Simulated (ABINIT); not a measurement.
# InP (F-43m): changed settings of a GW run in ABINIT

What do changed inputs do to GW on InP (F-43m)?

Method: PBE and many-body steps on it, plane waves, in ABINIT 10.8.3.

## (1) Starting point

The structure is cubic, space group F-43m (No. 216). The conventional cell has a = 5.869 Å, b = 5.869 Å, c = 5.869 Å, α = 90.00°, β = 90.00°, γ = 90.00°. Nearest to In lie 4 P at 2.54 Å. Nearest to P lie 4 In at 2.54 Å. Farther neighbours are not listed.

As a file:

```cif
data_structure
_symmetry_space_group_name_H-M 'F-43m'
_symmetry_Int_Tables_number 216
_cell_length_a 5.8687
_cell_length_b 5.8687
_cell_length_c 5.8687
_cell_angle_alpha 90.000
_cell_angle_beta 90.000
_cell_angle_gamma 90.000
_cell_volume 202.13
loop_
_atom_site_label
_atom_site_type_symbol
_atom_site_symmetry_multiplicity
_atom_site_Wyckoff_symbol
_atom_site_fract_x
_atom_site_fract_y
_atom_site_fract_z
_atom_site_occupancy
In1 In 4 a 0.00000 0.00000 0.00000 1
P1 P 4 d 0.25000 0.25000 0.75000 1
```

The cell and positions come from the Crystallography Open Database and are kept as given unless a step says otherwise.

## (2) Screening, 4×4×4 mesh, 163 bands, screening to 190.5 eV

This step: ABINIT 10.8.3; RPA screening on PBE, plane waves, norm-conserving pseudopotentials.

The RPA dielectric matrix is built and inverted for each q.

Contents of run.abi:

```
acell 3*1.0 Angstrom
rprim 
  -0.000000000000 2.934350000000 2.934350000000
  2.934350000000 -0.000000000000 2.934350000000
  2.934350000000 2.934350000000 -0.000000000000
ntypat 2
znucl 49 15
natom 2
typat 1 2
xred 
  0.000000000000 0.000000000000 0.000000000000
  0.250000000000 0.250000000000 0.250000000000
pp_dirpath "pseudos"
pseudos "In.upf, P.upf"
ecut 33
ngkpt 4 4 4
nshiftk 1
shiftk 0 0 0
kptopt 1
chksymbreak 0
istwfk *1
occopt 1
irdwfk 1
optdriver 3
nband 163
ecuteps 7
inclvkb 2
awtr 1
symchi 1
indata_prefix "in"
outdata_prefix "out"
tmpdata_prefix "tmp"
```

On the command line:

```bash
$ OMP_NUM_THREADS=1 mpirun -n 8 abinit run.abi > log
```

What it wrote:

```text
.Version 10.8.3 of ABINIT. v10.8.2 released Aug 2026.

 Symmetries : space group F-4 3 m (#216); Bravais cF (face-center cubic)
[... echo of the input left out ...]
== DATASET  1 ==================================================================
-   mpi_nproc: 8, omp_nthreads: 1 (-1 if OMP is not activated)

--- !DatasetInfo
iteration_state: {dtset: 1, }
dimensions: {natom: 2, nkpt: 8, mband: 163, nsppol: 1, nspinor: 1, nspden: 1, mpw: 3119, }
cutoff_energies: {ecut:  33.0, pawecutdg:  -1.0, }
electrons: {nelect:   2.60000000E+01, charge:   0.00000000E+00, occopt:   1.00000000E+00, tsmear:   1.00000000E-02, }

 SCREENING: Calculation of the susceptibility and dielectric matrices

 Based on a program developped by R.W. Godby, V. Olevano, G. Onida, and L. Reining.
 Incorporated in ABINIT by V. Olevano, G.-M. Rignanese, and M. Torrent.
.Using double precision arithmetic ; gwpc =  8

[... cell and pseudopotentials left out ...]
--------------------------------------------------------------------------------

 ==== K-mesh for the wavefunctions ====
 Number of points in the irreducible wedge :     8
[... list of points left out ...]
 Together with 24 symmetry operations and time-reversal symmetry
 yields    64 points in the full Brillouin Zone.

 ==== Q-mesh for the screening function ====
 Number of points in the irreducible wedge :     8
[... list of points left out ...]
 Together with 24 symmetry operations and time-reversal symmetry
 yields    64 points in the full Brillouin Zone.

 setmesh: FFT mesh size selected  =    30x   30x   30
          total number of points  =        27000

 vcoul_init : cutoff-mode = AUXILIARY_FUNCTION
 q-points for optical limit:   1
     1)      0.000010    0.000020    0.000030

- screening: taking advantage of time-reversal symmetry
- Maximum band index for partially occupied states nbvw = 13
- Remaining bands to be divided among processors   nbcw = 150
- Number of bands treated by each node ~18

 Number of electrons calculated from density =   26.0000; Expected =   26.0000
 average of density, n =  0.076245
 r_s =    1.4630
 omega_plasma =   26.6355 [eV]

 calculating chi0 at frequencies [eV] :
  1    0.000000E+00    0.000000E+00
  2    0.000000E+00    2.663552E+01

--------------------------------------------------------------------------------
  q-point number  1        q = ( 0.000000, 0.000000, 0.000000) [r.l.u.]
--------------------------------------------------------------------------------
[... chi0 elements left out ...]
 For q-point:  0.000010 0.000020 0.000030
  dielectric constant =  47.1978
  dielectric constant without local fields =  49.8103

  Average fulfillment of the sum rule on Im[epsilon] for q-point    1 :     74.02  [%]
[... wings left out ...]
  q-point number  2        q = ( 0.250000, 0.000000, 0.000000) [r.l.u.]
--------------------------------------------------------------------------------
[... chi0 elements left out ...]
  Average fulfillment of the sum rule on Im[epsilon] for q-point    2 :     84.09  [%]

 [... 6 further q-points ...]
```

The job ended after 28 s (8 MPI ranks of AMD EPYC 7R43, shared host; peak memory 1.7 GiB).

This step gave:

| Item | Value |
| --- | --- |
| ε∞ with local fields, on this mesh, along the program's q direction | 47.20 |
| the same without local fields | 49.81 |
| plasma frequency | 26.64 eV |
| plane waves in the screening matrix | 307 |

Local fields lower ε∞ by 5 %. On a Γ-centred mesh this coarse the value itself is usually too large, while a short band sum pulls it down.

## (3) Base

The self-energy is evaluated for the states that the input lists, and the levels follow from it, in one-shot runs by the linearised quasiparticle equation.

This step: G0W0 on PBE, plane waves, norm-conserving pseudopotentials.

run.abi: that of step 2 with these lines changed.

```diff
@@ -23,8 +23,15 @@
 irdwfk 1
-optdriver 3
+optdriver 4
 nband 163
+gwcalctyp 0
+ecutsigx 33
+symsigma 1
+nkptgw 1
+kptgw 
+  0.0000000000 0.0000000000 0.0000000000
+bdgw 
+  11 17
 ecuteps 7
-inclvkb 2
-awtr 1
-symchi 1
+irdscr 1
+ppmodel 1
 indata_prefix "in"
```

What it wrote:

```text
.Version 10.8.3 of ABINIT. v10.8.2 released Aug 2026.

 Symmetries : space group F-4 3 m (#216); Bravais cF (face-center cubic)
[... echo of the input left out ...]
== DATASET  1 ==================================================================
-   mpi_nproc: 8, omp_nthreads: 1 (-1 if OMP is not activated)

--- !DatasetInfo
iteration_state: {dtset: 1, }
dimensions: {natom: 2, nkpt: 8, mband: 163, nsppol: 1, nspinor: 1, nspden: 1, mpw: 3119, }
cutoff_energies: {ecut:  33.0, pawecutdg:  -1.0, }
electrons: {nelect:   2.60000000E+01, charge:   0.00000000E+00, occopt:   1.00000000E+00, tsmear:   1.00000000E-02, }

 SIGMA: Calculation of the GW corrections

 Based on a program developped by R.W. Godby, V. Olevano, G. Onida, and L. Reining.
 Incorporated in ABINIT by V. Olevano, G.-M. Rignanese, and M. Torrent.
.Using double precision arithmetic ; gwpc =  8

[... cell and pseudopotentials left out ...]
--------------------------------------------------------------------------------

 ==== K-mesh for the wavefunctions ====
 Number of points in the irreducible wedge :     8
[... list of points left out ...]
 Together with 24 symmetry operations and time-reversal symmetry
 yields    64 points in the full Brillouin Zone.

 ==== Q-mesh for screening function ====
 Number of points in the irreducible wedge :     8
[... list of points left out ...]
 Together with 24 symmetry operations and time-reversal symmetry
 yields    64 points in the full Brillouin Zone.

 vcoul_init : cutoff-mode = AUXILIARY_FUNCTION
 q-points for optical limit:   1
     1)      0.000010    0.000020    0.000030
 setmesh: FFT mesh size selected  =    45x   45x   45
          total number of points  =        91125

 Number of electrons calculated from density =   26.0000; Expected =   26.0000
 average of density, n =  0.076245
 r_s =    1.4630
 omega_plasma =   26.6355 [eV]

 === KS Band Gaps ===
  >>>> For spin  1
   Minimum direct gap =   0.6876 [eV], located at k-point      :   0.0000  0.0000  0.0000
   Fundamental gap    =   0.6876 [eV], Top of valence bands at :   0.0000  0.0000  0.0000
                                       Bottom of conduction at :   0.0000  0.0000  0.0000
 SIGMA fundamental parameters:
 PLASMON POLE MODEL  1
 number of plane-waves for SigmaX                 3119
 number of plane-waves for SigmaC and W            307
 number of plane-waves for wavefunctions          3119
 number of bands                                   163
 number of independent spin polarizations            1
 number of spinorial components                      1
 number of k-points in IBZ                           8
 number of q-points in IBZ                           8
 number of symmetry operations                      24
 number of k-points in BZ                           64
 number of q-points in BZ                           64
 number of frequencies for dSigma/dE                 9
 frequency step for dSigma/dE [eV]                0.25
 number of omega for Sigma on real axis              0
 max omega for Sigma on real axis  [eV]           0.00
 zcut for avoiding poles [eV]                     0.10

 EPSILON^-1 parameters (SCR file):
 dimension of the eps^-1 matrix on file            307
 dimension of the eps^-1 matrix used               307
 number of plane-waves for wavefunctions          3119
 number of bands                                   163
 number of q-points in IBZ                           8
 number of frequencies                               2
 number of real frequencies                          1
 number of imag frequencies                          1

 matrix elements of self-energy operator (all in [eV])

 Perturbative Calculation

--- !SelfEnergy_ee
iteration_state: {dtset: 1, }
kpoint     : [   0.000,    0.000,    0.000, ]
spin       : 1
KS_gap     :    0.688
QP_gap     :    1.347
Delta_QP_KS:    0.659
data: !SigmaeeData |
     Band     E0 <VxcDFT>   SigX SigC(E0)      Z dSigC/dE  Sig(E)    E-E0       E
       11   4.922 -12.904 -14.799   1.090   0.776  -0.289 -13.528  -0.624   4.298
       12   4.922 -12.904 -14.799   1.090   0.776  -0.289 -13.528  -0.624   4.298
       13   4.922 -12.904 -14.799   1.090   0.776  -0.289 -13.528  -0.624   4.298
       14   5.610 -11.727  -7.731  -3.952   0.790  -0.265 -11.692   0.035   5.645
       15   9.010 -10.776  -6.305  -4.314   0.794  -0.259 -10.652   0.124   9.134
       16   9.010 -10.776  -6.305  -4.314   0.794  -0.259 -10.652   0.124   9.134
       17   9.010 -10.776  -6.305  -4.314   0.794  -0.259 -10.652   0.124   9.134

== END DATASET(S) ==============================================================
================================================================================

 -outvars: echo values of variables after computation  --------
           etotal      0.0000000000E+00
            nband         163
             nkpt           8
          spgroup         216
 [... the other variables as echoed above ...]

 Calculation completed.
```

Run time: 9.4 s. Hardware: 8 MPI ranks; peak memory 1.7 GiB.

Numbers from this step:

```yaml
g0w0_gap_on_the_points_computed: 1.347 eV
starting_gap_on_the_mesh: 0.6876 eV
k_of_the_valence_top: 0, 0, 0
k_of_the_conduction_bottom: 0, 0, 0
z_at_the_valence_top: 0.776
z_at_the_conduction_bottom: 0.79
least_direct_g0w0_gap_on_the_computed_points: 1.347 eV
```

The gap on the mesh goes from 0.69 eV to 1.35 eV, a correction of +0.66 eV.

## (4) Coulomb singularity

run.abi: that of step 3 with these lines changed.

```diff
@@ -36,2 +36,3 @@
 ppmodel 1
+gw_icutcoul 0
 indata_prefix "in"
```

What it wrote:

```text
.Version 10.8.3 of ABINIT. v10.8.2 released Aug 2026.

 Symmetries : space group F-4 3 m (#216); Bravais cF (face-center cubic)
[... echo of the input left out ...]
== DATASET  1 ==================================================================
-   mpi_nproc: 8, omp_nthreads: 1 (-1 if OMP is not activated)

--- !DatasetInfo
iteration_state: {dtset: 1, }
dimensions: {natom: 2, nkpt: 8, mband: 163, nsppol: 1, nspinor: 1, nspden: 1, mpw: 3119, }
cutoff_energies: {ecut:  33.0, pawecutdg:  -1.0, }
electrons: {nelect:   2.60000000E+01, charge:   0.00000000E+00, occopt:   1.00000000E+00, tsmear:   1.00000000E-02, }

 SIGMA: Calculation of the GW corrections

 Based on a program developped by R.W. Godby, V. Olevano, G. Onida, and L. Reining.
 Incorporated in ABINIT by V. Olevano, G.-M. Rignanese, and M. Torrent.
.Using double precision arithmetic ; gwpc =  8

[... cell and pseudopotentials left out ...]
--------------------------------------------------------------------------------

 ==== K-mesh for the wavefunctions ====
 Number of points in the irreducible wedge :     8
[... list of points left out ...]
 Together with 24 symmetry operations and time-reversal symmetry
 yields    64 points in the full Brillouin Zone.

 ==== Q-mesh for screening function ====
 Number of points in the irreducible wedge :     8
[... list of points left out ...]
 Together with 24 symmetry operations and time-reversal symmetry
 yields    64 points in the full Brillouin Zone.

 === Spherical cutoff ===

  Cutoff radius .........    17.3361 [Bohr]
  Volume of the sphere ..   21824.40 [Bohr^3]
 q-points for optical limit:   1
     1)      0.000010    0.000020    0.000030
 setmesh: FFT mesh size selected  =    45x   45x   45
          total number of points  =        91125

[...]
number of q-points in BZ                           64
 number of frequencies for dSigma/dE                 9
 frequency step for dSigma/dE [eV]                0.25
 number of omega for Sigma on real axis              0
 max omega for Sigma on real axis  [eV]           0.00
 zcut for avoiding poles [eV]                     0.10

 EPSILON^-1 parameters (SCR file):
 dimension of the eps^-1 matrix on file            307
 dimension of the eps^-1 matrix used               307
 number of plane-waves for wavefunctions          3119
 number of bands                                   163
 number of q-points in IBZ                           8
 number of frequencies                               2
 number of real frequencies                          1
 number of imag frequencies                          1

 matrix elements of self-energy operator (all in [eV])

 Perturbative Calculation

--- !SelfEnergy_ee
iteration_state: {dtset: 1, }
kpoint     : [   0.000,    0.000,    0.000, ]
spin       : 1
KS_gap     :    0.688
QP_gap     :    1.325
Delta_QP_KS:    0.637
data: !SigmaeeData |
     Band     E0 <VxcDFT>   SigX SigC(E0)      Z dSigC/dE  Sig(E)    E-E0       E
       11   4.922 -12.904 -14.818   1.149   0.782  -0.280 -13.501  -0.597   4.326
       12   4.922 -12.904 -14.818   1.149   0.782  -0.280 -13.501  -0.597   4.326
       13   4.922 -12.904 -14.818   1.149   0.782  -0.280 -13.501  -0.597   4.326
       14   5.610 -11.727  -7.781  -3.896   0.794  -0.259 -11.687   0.040   5.650
       15   9.010 -10.776  -6.335  -4.291   0.796  -0.256 -10.656   0.120   9.130
       16   9.010 -10.776  -6.335  -4.291   0.796  -0.256 -10.656   0.120   9.130
       17   9.010 -10.776  -6.335  -4.291   0.796  -0.256 -10.656   0.120   9.130

== END DATASET(S) ==============================================================
================================================================================

 -outvars: echo values of variables after computation  --------
           etotal      0.0000000000E+00
            nband         163
             nkpt           8
          spgroup         216
 [... the other variables as echoed above ...]

 Calculation completed.
```

Wall time 9.4 s (8 MPI ranks); peak memory 1.7 GiB.

This step gave:

| Property | Result |
| --- | --- |
| G0W0 gap on the points computed | 1.324 eV |
| starting gap on the mesh | 0.6876 eV |
| k of the valence top | 0, 0, 0 |
| k of the conduction bottom | 0, 0, 0 |
| Z at the valence top | 0.782 |
| Z at the conduction bottom | 0.794 |
| least direct G0W0 gap on the computed points | 1.324 eV |

Against G0W0 in ABINIT (4×4×4 mesh, 163 bands, screening to 190.5 eV, Godby-Needs plasmon pole), the gap moves by −0.023 eV.

## (5) Side by side

Times are wall times on 8 MPI ranks of AMD EPYC 7R43, shared host, good to a factor of about two. A run's time includes the screening step that it read.

| run | mesh | bands | screening cutoff (eV) | DFT gap (eV) | gap on the mesh (eV) | direct (eV) | ε∞ used | time |
| --- | --- | --- | --- | --- | --- | --- | --- | --- |
| base | 4×4×4 | 163 | 190.5 | 0.688 | 1.347 | 1.347 | 47.20 | 38 s |
| Coulomb singularity | 4×4×4 | 163 | 190.5 | 0.688 | 1.324 | 1.324 | 47.20 | 38 s |

## (6) Outcome

```json
{
 "base": "1.347 eV",
 "Coulomb singularity": "1.324 eV",
 "known limits": "not at the basis limit; mesh may overstate the screening; no spin-orbit coupling; coarse k mesh"
}
```

In words: Coulomb singularity: −0.023 eV against base (keys changed: gw_icutcoul). Bands and cutoff are finite, so the gap is not at the basis limit. The miss can reach some tenths of an eV and take either sign; the mesh is an error of its own. In the G0W0 runs levels were corrected at 1 k point alone, so a gap called «on the mesh» is the least over those, and an edge elsewhere would be missed. The 4×4×4 mesh is coarse for this cell, which bears on the long-range parts of exchange and screening. The RPA ε∞ on this mesh reaches over 25; with a narrow direct gap a coarse mesh can overstate it, and the correction is then too small. The many-body steps are scalar-relativistic: spin-orbit coupling is not in them.

[Paths, hosts, dates, memory and timing lines, banners, echoed tables and standing remarks are left out of the program output.]

[Logs are printed without paths, hosts, clocks, repeated set-up lines and the standing remarks that a program may print on its own settings, such as how far it seeks lower states.]

[Runs of the session that timed out or met a known fault of the program may be left out.]

[Hosts, paths, dates, database ids (printed as entryN), source tags and the programs' standing remarks are cut or masked in the printed files.]

[G0W0 gaps are taken among the corrected bands and points alone; a level outside them can change the order at an edge.]

[Where Ansatz stands beside ABINIT at settings called matched, ABINIT's density can come from a denser mesh and the files from another edition; pairs whose starting gaps differed by over 0.03 eV were left out, so agreement reads better than it is.]
